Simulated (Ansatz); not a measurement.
Space group Fm-3m (No. 225). a = 4.164 Å, b = 4.164 Å, c = 4.164 Å, α = 90.00°, β = 90.00°, γ = 90.00°
```csv
atom,site,symmetry,x,y,z
V,4a,m-3m,0.0000,0.0000,0.0000
H,8c,-43m,0.2500,0.7500,0.7500
```

Equation of state of this VH2 structure (not necessarily the ground state), with shape and atoms relaxed at each volume where symmetry leaves them free. It has no gap at any of these volumes. Level of theory: DFT PBEsol, scalar-relativistic, plane waves, PAW (Ansatz 0.2.0).

Settings: cutoff 420 eV, Γ-centred mesh 18×18×18 on the computed 3-atom cell, Gaussian smearing of 0.10 eV; no spin polarisation.

```json
{"V (Å³/atom)": "5.656", "E − E(largest V) (meV/atom)": "2.40", "P (GPa)": "13.29"}
{"V (Å³/atom)": "5.837", "E − E(largest V) (meV/atom)": "-8.40", "P (GPa)": "6.14"}
{"V (Å³/atom)": "6.017", "E − E(largest V) (meV/atom)": "-11.73", "P (GPa)": "0.00"}
{"V (Å³/atom)": "6.198", "E − E(largest V) (meV/atom)": "-8.63", "P (GPa)": "-5.29"}
{"V (Å³/atom)": "6.378", "E − E(largest V) (meV/atom)": "0.00", "P (GPa)": "-9.85"}
```

Fit a third-order Birch–Murnaghan equation to E(V).

V0 = 6.02 Å³/atom, B0 = 190 GPa, B0' = 4.0.